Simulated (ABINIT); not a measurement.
Crystal: In.

```
In
1.0
    -1.62547    1.62547    2.47370
     1.62547   -1.62547    2.47370
     1.62547    1.62547   -2.47370
In
1
Direct
  0.00000 0.00000 0.00000
```

Base run:

```yaml
Program: ABINIT 10.8.3 (patched build)
Functional: revPBE
Potentials_or_basis: JTH PAW PBE v2.0
Cutoff: 707 eV
k_mesh: 11 × 11 × 11
Occupations: fermi-dirac, width 0.05 eV
Spin: no spin polarisation
```

Its results: band gap on the k mesh none (metal or under the smearing width); pressure 2.7 GPa.

The run is repeated on the same cell with these changes: functional from revPBE to BLYP. What comes out?

Band gap on the k mesh none (metal or under the smearing width); pressure 5.7 GPa.

Caveats: the PAW data sets were made with another functional, which shifts forces and pressure a little.

Not every run made on this cell is shown here.
